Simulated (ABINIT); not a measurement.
The system is PbF2 (Fluorocronite).

```
CELL_PARAMETERS angstrom
0.00000 2.96366 2.96366
2.96366 0.00000 2.96366
2.96366 2.96366 0.00000
ATOMIC_POSITIONS crystal
Pb 0.00000 0.00000 0.00000
F 0.75000 0.75000 0.75000
F 0.25000 0.25000 0.25000
```

Base run:

```yaml
Program: ABINIT 10.8.3 (patched build)
Functional: LDA
Potentials_or_basis: JTH PAW LDA v2.0
Cutoff: 626 eV
k_mesh: 5 × 5 × 5
Occupations: fermi-dirac, width 0.05 eV
Spin: no spin polarisation
```

Its results: band gap on the k mesh 4.35 eV, indirect (least direct gap 4.62 eV); pressure -4.7 GPa.

**Question.** The run is repeated on the same cell with these changes: k mesh from 5 × 5 × 5 to 8 × 8 × 8. What comes out?

**Answer.** Band gap on the k mesh 4.25 eV, indirect (least direct gap 4.41 eV); pressure -4.7 GPa.

Caveats: spin-orbit coupling is left out, which as a rule narrows the gap of such compounds by several tenths of an eV; an odd mesh through Γ misses points on the zone boundary, where band edges often lie (some runs).

Not every run made on this cell is shown here.
